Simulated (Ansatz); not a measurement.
# SiC (Moissanite 6H) (P6_3mc) in Ansatz: notebook

The runs below take SiC (Moissanite 6H) through single point, equation of state, with PBEsol.

All numbers are computed with Ansatz 0.2.0; they aren't measurements. Logs are shortened: lines on timing, memory, paths and dates and some standing lists are left out, and cuts for length are marked.

### Step 1. The crystal as given

Symmetry: P6_3mc, No. 186, hexagonal system. Conventional cell: a = 3.095 Å, b = 3.095 Å, c = 15.170 Å, α = 90.00°, β = 90.00°, γ = 120.00°. Around Si (site symmetry 3m) lie 4 C at 1.90 Å. Around Si (site symmetry 3m) lie 4 C at 1.90 Å. Si (site symmetry 3m) has 4 C at 1.90 Å as nearest neighbours. Around C (site symmetry 3m) lie 4 Si at 1.90 Å. Around C (site symmetry 3m) lie 4 Si at 1.90 Å. C (site symmetry 3m) is surrounded by 4 Si at 1.90 Å.

### Step 2. Single point, PBEsol, 9.86 Å³/atom (volume scaled by 0.94)

Input file input.yaml:

```yaml
crystal:
  lattice:
    - [3.0318190065, 0.0, 0.0]
    - [-1.5159095032, 2.6256322793, 0.0]
    - [0.0, 0.0, 14.8603212692]
  atoms:
    - { symbol: Si, position: [0.6666666667, 0.3333333333, 0.4583] }
    - { symbol: Si, position: [0.3333333333, 0.6666666667, 0.9583] }
    - { symbol: Si, position: [0.6666666667, 0.3333333333, 0.7917] }
    - { symbol: Si, position: [0.3333333333, 0.6666666667, 0.2917] }
    - { symbol: Si, position: [0.0, 0.0, 0.625] }
    - { symbol: Si, position: [0.0, 0.0, 0.125] }
    - { symbol: C, position: [0.6666666667, 0.3333333333, 0.3333] }
    - { symbol: C, position: [0.3333333333, 0.6666666667, 0.8333] }
    - { symbol: C, position: [0.6666666667, 0.3333333333, 0.6667] }
    - { symbol: C, position: [0.3333333333, 0.6666666667, 0.1667] }
    - { symbol: C, position: [0.0, 0.0, 0.5] }
    - { symbol: C, position: [0.0, 0.0, 0.0] }
hamiltonian:
  xc: pbesol
  pseudopotentials: { kind: paw }
kpoints:
  mp_grid: { grid: [10, 10, 2] }
scf:
  occupations: { method: fermi_dirac, width: 0.05 }
output:
  forces: true
  stress: true
  eigenvalues: true
```

Potentials or basis: Ansatz PAW.

On the command line:

```bash
> ansatz run input.yaml --threads 2 --pin off --max-ram 5120MiB --backend cpu --events-out ev --progress --plain --runs-dir out
```

The log of the run:

```text
Warning: RAYON_NUM_THREADS=2 ignored (pool sized by the plan → 2); use --threads N
Engine: ansatz 0.2.0, x86_64-unknown-linux-gnu
Pseudopotentials: kind: paw
Pseudopotential: Si, paw, valence charge 4, recommended cutoff 420 eV (normal), Si.paw.azcp
Pseudopotential: C, paw, valence charge 4, recommended cutoff 420 eV (normal), C.paw.azcp
Functional definition: PBEsol
  exchange = pbesol_x
  correlation = pbesol_c
Crystal: 12 atoms, lattice volume = 118.295 Å³
Basis set: ecut = 420 eV, 2293 PW (Γ), exchange–correlation on 48×48×200 points (8 copies of the dense FFT grid, shifted against one another)
Bands: 36, of which v1, the nominal top of the filled ones, is band 24 counted from 1 (23 counted from 0)
Symmetry: 12 space group operations
Space group: P63mc (ITA 186), of the structure as read, at distance tolerance 4.9e-5 Å
k-points: 28 of 200
Non-local potential: Si, projectors of the file, l = 0: 2, l = 1: 2, l = 2: 2
Non-local potential: C, projectors of the file, l = 0: 2, l = 1: 2, l = 2: 1
PAW form: soft (Blöchl's): semilocal exchange-correlation on the pseudo side does not see the compensation charge
PAW frozen core: Si, regenerated for the run's functional, and the local potential with it (the file was generated under x = pbe(κ = 0.804, μ = 0.2195149727645171), c = pbe(β = 0.06672455060314922))
PAW frozen core: C, regenerated for the run's functional, and the local potential with it (the file was generated under x = pbe(κ = 0.804, μ = 0.2195149727645171), c = pbe(β = 0.06672455060314922))
PAW one-centre angular grid: Si, 110 points (default); XC on 64 Gauss nodes
PAW one-centre angular grid: C, 110 points (default); XC on 64 Gauss nodes
Initial density: superposition of atomic densities (neutral atoms: chi_scale 0, normalization atom), corrected by the library's trained network
Initial wavefunctions: pseudopotential atomic-orbital guess
Functional: x = pbesol(κ = 0.804, μ = 0.12345679012345678), c = pbesol(β = 0.046)
SCF iter   1: F=—  HF=-5212.080578 eV  |F-HF|=—  |Δ(HF+E_count)|=         —  Δρ=8.20e-3  dr2=9.37e-2  ethr=1.77e-3  ⟨swp⟩=6.7  Hψ=5322  notcnv=0  defer=21
preconditioner: auto → none  [insulator: Δε(μ)=1.807 eV  Ē_g=12.188 eV  σ=0.050 eV  W_gap=1.00  n_scr=10 (ndim 8)  ℏωp=23.7 eV  f_vac=0.000  D(μ)=0.00/eV (n_scr^D=0)  ε∞_Penn≈4.8]
SCF iter   2: F=—  HF=-5212.052905 eV  |F-HF|=—  |Δ(HF+E_count)|=   2.77e-2  Δρ=1.57e-3  dr2=2.58e-3  ethr=1.95e-4  ⟨swp⟩=2.6  Hψ=1970  notcnv=0  defer=161
SCF iter   3: F=—  HF=-5212.052498 eV  |F-HF|=—  |Δ(HF+E_count)|=   4.07e-4  Δρ=5.26e-4  dr2=1.99e-4  ethr=5.38e-6  ⟨swp⟩=2.3  Hψ=1529  notcnv=0  defer=134
automatic band count: iteration 3 solves 35 bands in place of 36: the levels show a gap, and the empty bands left out lie too high to hold charge; the band table lists the bands solved (type scf.n_extra_bands for more)
SCF iter   4: F=—  HF=-5212.052516 eV  |F-HF|=—  |Δ(HF+E_count)|=   1.79e-5  Δρ=8.46e-5  dr2=2.09e-5  ethr=4.14e-7  ⟨swp⟩=2.9  Hψ=1579  notcnv=0  defer=134
SCF iter   5: F=—  HF=-5212.052489 eV  |F-HF|=—  |Δ(HF+E_count)|=   2.68e-5  Δρ=3.21e-5  dr2=7.79e-7  ethr=4.36e-8  ⟨swp⟩=2.0  Hψ=1261  notcnv=0  defer=134
SCF iter   6: F=-5212.052490 eV  HF=-5212.052490 eV  |F-HF|=1.27e-10  |Δ(HF+E_count)|=   3.05e-7  Δρ=6.08e-6  dr2=2.86e-8  ethr=2.08e-10  ⟨swp⟩=11.1  Hψ=5020  notcnv=0
SCF 1 converged in 6 iterations: F = -5212.052490 eV  dr2 = 2.86e-8
SCF converged after 6 iterations
Free energy (F): -5212.052490 eV
Harris-Foulkes:  -5212.052490 eV  (|F-HF|=1.27e-10)
Internal energy: -5212.052490 eV  (E = F + TS)
E sigma→0 (E₀):  -5212.052490 eV
Fermi energy:    11.039367 eV
--- Per-component energies (eV) ---
  E_band       = 191.958694
  E_kinetic    = 827.630089
  E_local      = -606.950000  (includes V_loc(G=0)·N_el)
  E_nonlocal   = 315.865055
  E_hartree    = 187.268539
  E_xc         = -633.127722
  E_vxc        = -661.806579  (∫ρ·V_xc dr)
  E_paw        = -3567.446691  (= ΣΔE_a)
  E_vpaw       = -57.317070  (= ΣTr[D̂ρ^β])
  E_aug_tail   = 0.000081  (compensation charges beyond the density's cutoff)
  E_ewald      = -1735.607807
  E_core_change = 0.315967  (= ΣΔE_core)
  E_smearing   = -0.000000  (= −TS)
  E_closure    = 0.000000  (closes the sum)
  Σ components = -5212.052490   (vs F -5212.052490, Δ=0.00e0)
--- Forces (eV/Å), atoms counted from 1 ---
  atom   1  Si    -0.00000000     0.00000000     0.06626259
  atom   2  Si     0.00000000    -0.00000000     0.06626259
  atom   3  Si     0.00000000    -0.00000000     0.03142273
  atom   4  Si    -0.00000000     0.00000000     0.03142273
  atom   5  Si     0.00000000    -0.00000000     0.04083047
  atom   6  Si    -0.00000000     0.00000000     0.04083047
  atom   7  C      0.00000000     0.00000000    -0.01664209
  atom   8  C     -0.00000000    -0.00000000    -0.01664209
  atom   9  C     -0.00000000    -0.00000000     0.03249364
  atom  10  C      0.00000000     0.00000000     0.03249364
  atom  11  C      0.00000000    -0.00000000    -0.15435847
  atom  12  C     -0.00000000     0.00000000    -0.15435847
  max |Σ_I F_I| component: 1.78e-5 eV/Å
--- Stress (GPa, compression-positive) ---
       11.223591       0.000000       0.000000
        0.000000      11.223591       0.000000
        0.000000       0.000000      12.041966
  P = ⅓ Tr σ = 11.4964 GPa (114.964 kbar)
--- Band table (eV; the first three rows and the last of 28) ---
  k-point 0: bands = ["-5.7772", "-5.2374", "-5.1894", "-3.6248", "-3.5913", "-1.9788", "1.1591", "3.6585", "3.6948", "7.6141", "7.6347", "8.9143", "8.9143", "9.1011", "9.1011", "9.2220", "9.2220", "9.6905", "9.6905", "9.7858", "9.7858", "10.0423", "10.0884", "10.0884", "15.6026", "15.7645", "16.1986", "16.7023", "16.8779", "17.0936", "17.1809", "17.1809", "17.4269", "17.4269", "17.7301"]
  k-point 1: bands = ["-5.6356", "-5.6356", "-4.5252", "-4.5252", "-2.5816", "-2.5816", "1.9880", "1.9880", "5.6376", "5.6376", "8.9743", "8.9743", "8.9743", "8.9743", "9.3077", "9.3077", "9.4358", "9.4358", "9.4358", "9.4358", "9.9909", "9.9909", "9.9909", "9.9909", "15.6671", "15.6671", "16.4230", "16.4230", "17.1729", "17.1729", "17.2751", "17.2751", "17.2751", "17.2751", "17.7967"]
  k-point 2: bands = ["-5.5964", "-5.0591", "-5.0105", "-3.4552", "-3.4212", "-1.8271", "1.3280", "3.7789", "3.8153", "7.5259", "7.5636", "7.9463", "8.2641", "8.3669", "8.5660", "8.8296", "8.9161", "9.0569", "9.1503", "9.4761", "9.5513", "9.6239", "9.9315", "10.0207", "15.7385", "16.0306", "16.1387", "16.6603", "16.8599", "16.9720", "17.2810", "17.3225", "17.5439", "17.6053", "17.7038"]
  k-point 27: bands = ["-1.4441", "-1.4441", "-0.9150", "-0.9150", "-0.5627", "-0.5627", "2.3554", "2.3554", "2.7182", "2.7182", "3.0890", "3.0890", "4.1106", "4.1106", "4.8283", "4.8283", "5.2998", "5.2998", "6.5949", "6.5949", "7.5726", "7.5726", "7.8318", "7.8318", "13.6869", "13.6869", "14.3607", "14.3607", "15.9063", "15.9063", "17.4007", "17.4007", "18.7645", "18.7645", "19.4206"]
```

Wall time 13 s (2 threads of Intel Xeon at 2.50GHz (Skylake/Cascade Lake), shared host); peak memory 0.41 GiB.

Results:

```
Free energy            : -5212.0525 eV
Pressure               : 11.5 GPa
Largest force          : 0.154 eV/Å
Band gap on the k mesh : 1.90 eV, indirect (least direct gap 3.02 eV)
```

Caveat: the pressure holds a Pulay correction of +0.3 GPa for the finite cutoff; the PAW data sets come from PBE, with cores solved anew for the run's functional, which leaves a small shift of forces and pressure.

### Step 3. Single point, PBEsol, 10.07 Å³/atom (volume scaled by 0.96)

input.yaml, as its differences from that of step 2:

```diff
@@ -2,5 +2,5 @@
   lattice:
-    - [3.0318190065, 0.0, 0.0]
-    - [-1.5159095032, 2.6256322793, 0.0]
-    - [0.0, 0.0, 14.8603212692]
+    - [3.053170548, 0.0, 0.0]
+    - [-1.526585274, 2.6441232567, 0.0]
+    - [0.0, 0.0, 14.964974867]
   atoms:
```

Potentials or basis: Ansatz PAW.

On the command line:

```bash
> ansatz run input.yaml --threads 2 --pin off --max-ram 5120MiB --backend cpu --events-out ev --progress --plain --runs-dir out
```

It took 15 s on 2 threads of Intel Xeon at 2.50GHz (Skylake/Cascade Lake), shared host; peak memory 0.41 GiB.

The run converged. Its results:

```yaml
Free_energy: -5212.1901 eV
Pressure: 6.1 GPa
Largest_force: 0.150 eV/Å
Band_gap_on_the_k_mesh: 1.91 eV, indirect (least direct gap 3.02 eV)
```

Caveat: the pressure holds a Pulay correction of +0.3 GPa for the finite cutoff; the PAW data sets come from PBE, with cores solved anew for the run's functional, which leaves a small shift of forces and pressure.

### Step 4. Single point, PBEsol, 10.28 Å³/atom (volume scaled by 0.98)

input.yaml, as its differences from that of step 3:

```diff
@@ -2,5 +2,5 @@
   lattice:
-    - [3.053170548, 0.0, 0.0]
-    - [-1.526585274, 2.6441232567, 0.0]
-    - [0.0, 0.0, 14.964974867]
+    - [3.074227562, 0.0, 0.0]
+    - [-1.537113781, 2.6623591657, 0.0]
+    - [0.0, 0.0, 15.0681848517]
   atoms:
```

On the command line:

```bash
> ansatz run input.yaml --threads 2 --pin off --max-ram 5120MiB --backend cpu --events-out ev --progress --plain --runs-dir out
```

It took 14 s on 2 threads of Intel Xeon at 2.50GHz (Skylake/Cascade Lake), shared host; peak memory 0.41 GiB.

Results (log left out):

```yaml
Free_energy: -5212.2473 eV
Pressure: 1.3 GPa
Largest_force: 0.147 eV/Å
Band_gap_on_the_k_mesh: 1.91 eV, indirect (least direct gap 3.02 eV)
```

Caveat: the pressure holds a Pulay correction of +0.3 GPa for the finite cutoff; the PAW data sets come from PBE, with cores solved anew for the run's functional, which leaves a small shift of forces and pressure.

### Step 5. Single point, PBEsol, 10.49 Å³/atom

input.yaml, as its differences from that of step 4:

```diff
@@ -2,5 +2,5 @@
   lattice:
-    - [3.074227562, 0.0, 0.0]
-    - [-1.537113781, 2.6623591657, 0.0]
-    - [0.0, 0.0, 15.0681848517]
+    - [3.095, 0.0, 0.0]
+    - [-1.5475, 2.6803486247, 0.0]
+    - [0.0, 0.0, 15.17]
   atoms:
```

On the command line:

```bash
> ansatz run input.yaml --threads 2 --pin off --max-ram 5120MiB --backend cpu --events-out ev --progress --plain --runs-dir out
```

It took 14 s on 2 threads of Intel Xeon at 2.50GHz (Skylake/Cascade Lake), shared host; peak memory 0.41 GiB.

The run converged. Its results:

```yaml
Free_energy: -5212.2320 eV
Pressure: -3.2 GPa
Largest_force: 0.143 eV/Å
Band_gap_on_the_k_mesh: 1.92 eV, indirect (least direct gap 3.02 eV)
```

Caveat: the PAW data sets come from PBE, with cores solved anew for the run's functional, which leaves a small shift of forces and pressure.

### Step 6. Single point, PBEsol, 10.70 Å³/atom (volume scaled by 1.02)

input.yaml, as its differences from that of step 5:

```diff
@@ -2,5 +2,5 @@
   lattice:
-    - [3.095, 0.0, 0.0]
-    - [-1.5475, 2.6803486247, 0.0]
-    - [0.0, 0.0, 15.17]
+    - [3.1154972861, 0.0, 0.0]
+    - [-1.557748643, 2.6980997952, 0.0]
+    - [0.0, 0.0, 15.270466504]
   atoms:
@@ -29 +29,5 @@
   eigenvalues: true
+  write_density: true
+  write_potential: true
+  elf: true
+  volumetric_format: npy
```

Potentials or basis: Ansatz PAW.

On the command line:

```bash
> ansatz run input.yaml --threads 2 --pin off --max-ram 5120MiB --backend cpu --events-out ev --progress --plain --runs-dir out
```

Wall time 18 s (2 threads of Intel Xeon at 2.50GHz (Skylake/Cascade Lake), shared host); peak memory 0.43 GiB.

Results (log left out):

* Free energy: -5212.1505 eV
* Pressure: -7.1 GPa
* Largest force: 0.140 eV/Å
* Band gap on the k mesh: 1.92 eV, indirect (least direct gap 3.01 eV)

Caveat: the PAW data sets come from PBE, with cores solved anew for the run's functional, which leaves a small shift of forces and pressure.

### Step 7. Single point, PBEsol, 10.91 Å³/atom (volume scaled by 1.04)

input.yaml, as its differences from that of step 6:

```diff
@@ -2,5 +2,5 @@
   lattice:
-    - [3.1154972861, 0.0, 0.0]
-    - [-1.557748643, 2.6980997952, 0.0]
-    - [0.0, 0.0, 15.270466504]
+    - [3.1357283548, 0.0, 0.0]
+    - [-1.5678641774, 2.7156204146, 0.0]
+    - [0.0, 0.0, 15.369628156]
   atoms:
@@ -29,5 +29 @@
   eigenvalues: true
-  write_density: true
-  write_potential: true
-  elf: true
-  volumetric_format: npy
```

On the command line:

```bash
> ansatz run input.yaml --threads 2 --pin off --max-ram 5120MiB --backend cpu --events-out ev --progress --plain --runs-dir out
```

Run time: 13 s. Hardware: 2 threads of Intel Xeon at 2.50GHz (Skylake/Cascade Lake), shared host; peak memory 0.42 GiB.

The run converged. Its results:

```
Free energy            : -5212.0095 eV
Pressure               : -10.8 GPa
Largest force          : 0.137 eV/Å
Band gap on the k mesh : 1.92 eV, indirect (least direct gap 3.01 eV)
```

Caveat: the PAW data sets come from PBE, with cores solved anew for the run's functional, which leaves a small shift of forces and pressure.

### Step 8. Single point, PBEsol, 11.12 Å³/atom (volume scaled by 1.06)

input.yaml, as its differences from that of step 7:

```diff
@@ -2,5 +2,5 @@
   lattice:
-    - [3.1357283548, 0.0, 0.0]
-    - [-1.5678641774, 2.7156204146, 0.0]
-    - [0.0, 0.0, 15.369628156]
+    - [3.1557016854, 0.0, 0.0]
+    - [-1.5778508427, 2.7329178263, 0.0]
+    - [0.0, 0.0, 15.4675265161]
   atoms:
```

On the command line:

```bash
> ansatz run input.yaml --threads 2 --pin off --max-ram 5120MiB --backend cpu --events-out ev --progress --plain --runs-dir out
```

It took 13 s on 2 threads of Intel Xeon at 2.50GHz (Skylake/Cascade Lake), shared host; peak memory 0.42 GiB.

The run converged. Its results:

* Free energy: -5211.8143 eV
* Pressure: -14.0 GPa
* Largest force: 0.134 eV/Å
* Band gap on the k mesh: 1.93 eV, indirect (least direct gap 3.01 eV)

Caveat: the PAW data sets come from PBE, with cores solved anew for the run's functional, which leaves a small shift of forces and pressure.

### Step 9. Equation of state, PBEsol

Potentials or basis: Ansatz PAW.

This step only gathers the single runs of the series.

Results:

```
Equilibrium volume                        : 10.34 Å³/atom
Bulk modulus at fixed shape and positions : 222 GPa
Pressure derivative of the bulk modulus   : 3.9
```

Energy against volume, from the lowest point:
| volume (Å³/atom) | energy (meV/atom) |
| --- | --- |
| 9.858 | 16.23 |
| 10.068 | 4.77 |
| 10.277 | 0.00 |
| 10.487 | 1.27 |
| 10.697 | 8.06 |
| 10.907 | 19.82 |
| 11.116 | 36.08 |

Caveat: the cell was scaled at fixed shape and fractional positions, which overstates the stiffness of a crystal with free parameters, most of all of layers and chains.
